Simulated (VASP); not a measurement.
Write the native input for VASP 6.6.1 that does the following.

```
Task                   : optical spectrum
Functional             : PBE
Potentials or basis    : VASP PAW PBE potentials, release 64 (Cs_sv, Ag, Bi_d, Br)
Cutoff                 : 520 eV
k mesh                 : 4 × 4 × 4
Occupations            : gaussian, width 0.03 eV
Spin                   : no spin polarisation
Further INCAR settings : ALGO = Fast; EDIFF = 1e-06; NBANDS = 75
```

The structure of Cs2AgBiBr6 lies in POSCAR:

```
Cs2AgBiBr6                              
1.0
    0.0000000000      5.5936098718      5.5936098718
    5.5936098718      0.0000000000      5.5936098718
    5.5936098718      5.5936098718      0.0000000000
  Cs              Ag              Bi              Br            
     2     1     1     6
Direct
     0.2500000000000000    0.2500000000000000    0.2500000000000000
     0.7500000000000000    0.7500000000000000    0.7500000000000000
     0.5000000000000000    0.5000000000000000    0.5000000000000000
     0.0000000000000000    0.0000000000000000    0.0000000000000000
     0.2539881990043966    0.7460118009956034    0.2539881990043966
     0.2539881990043966    0.7460118009956034    0.7460118009956034
     0.7460118009956034    0.2539881990043966    0.7460118009956034
     0.7460118009956034    0.2539881990043966    0.2539881990043966
     0.2539881990043966    0.2539881990043966    0.7460118009956034
     0.7460118009956034    0.7460118009956034    0.2539881990043966
```

The input as run:

INCAR

```
SYSTEM = Cs2AgBiBr6
ALGO = Fast
CSHIFT = 0.1
EDIFF = 1E-6
ENCUT = 520
GGA = PE
ISIF = 2
ISMEAR = 0
KPAR = 4
LASPH = .True.
LCHARG = .False.
LOPTICS = .True.
LREAL = .False.
LWAVE = .False.
NBANDS = 75
NEDOS = 2000
NELM = 80
PREC = Accurate
SIGMA = 0.03
```

KPOINTS

```
k-points
0
Gamma
  4 4 4
  0 0 0
```

Potentials or basis: VASP PAW PBE potentials, release 64 (Cs_sv, Ag, Bi_d, Br).

Launch:

```sh
$ cat potpaw_PBE.64/Cs_sv/POTCAR potpaw_PBE.64/Ag/POTCAR potpaw_PBE.64/Bi_d/POTCAR potpaw_PBE.64/Br/POTCAR > POTCAR
$ mpirun -np 4 vasp_std > vasp.out
```

It gave:

```yaml
Pressure: 1.9 GPa
Largest_force: 0.046 eV/Å
Band_gap_on_the_k_mesh: 1.19 eV, indirect (least direct gap 2.41 eV)
```

Caveat: spectra need much finer meshes, so this one isn't converged; independent-particle spectra lack excitons; spin-orbit coupling is left out, which as a rule narrows the gap of such compounds by several tenths of an eV.

It took 56 s on 4 MPI ranks on Intel(R) Xeon(R) 6975P-C (Granite Rapids), with other jobs on the host, peak memory 0.82 GiB a rank.
